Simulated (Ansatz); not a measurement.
Runs of Ansatz 0.2.0 on HfN. Symmetry: Fm-3m, No. 225, cubic system. The conventional cell has a = 4.512 Å, b = 4.512 Å, c = 4.512 Å, α = 90.00°, β = 90.00°, γ = 90.00°. Hf (site symmetry m-3m) has 6 N at 2.26 Å as nearest neighbours. Around N (site symmetry m-3m) lie 6 Hf at 2.26 Å. 

```csv
task,level,cell,k mesh,smearing,atoms under strain,mesh quality,gap on the mesh (eV),pressure (GPa),relaxed volume (Å³/atom)
elastic constants,LDA,as given,7 × 7 × 7,fermi-dirac 0.05 eV,relaxed,not flagged,none,-8.1,-
relaxation of cell and atoms,revPBE+D3(BJ),relaxed,10 × 10 × 10,fermi-dirac 0.05 eV,-,not flagged,-,0.0,(a)
relaxation of cell and atoms,PBE0,relaxed,5 × 5 × 5,fermi-dirac 0.05 eV,-,coarse,none,0.0,(b)
relaxation of cell and atoms,revPBE+D4,relaxed,10 × 10 × 10,fermi-dirac 0.05 eV,-,not flagged,none,0.0,11.49
single point,RPBE,as given,10 × 10 × 10,gaussian 0.1 eV,-,not flagged,none,11.3,-
```

Alike in all rows: potentials or basis Ansatz PAW; no spin polarisation; cutoff (eV) 420.

Q: Estimate the missing entries.

A: (a) 11.46; (b) 11.55.

Caveats: some runs use coarse meshes; the PAW data sets come from PBE, with cores solved anew for the run's functional, which leaves a small shift of forces and pressure; the plane-wave basis is chosen anew once the cell has moved, so the energies of steps on either side of that aren't comparable (some runs); the cell is more than 3 GPa from zero pressure, which shifts response properties (some runs); elastic constants of metals need much finer meshes, so these are rough (some runs); pairwise dispersion overbinds metals, which lowers pressure and volume (some runs).

A k mesh can miss the band edges, and the runs leave out spin-orbit coupling on Hf.

A gap of «none» marks a metal or a gap under the smearing width.

Runs at the PBE level aren't shown here.
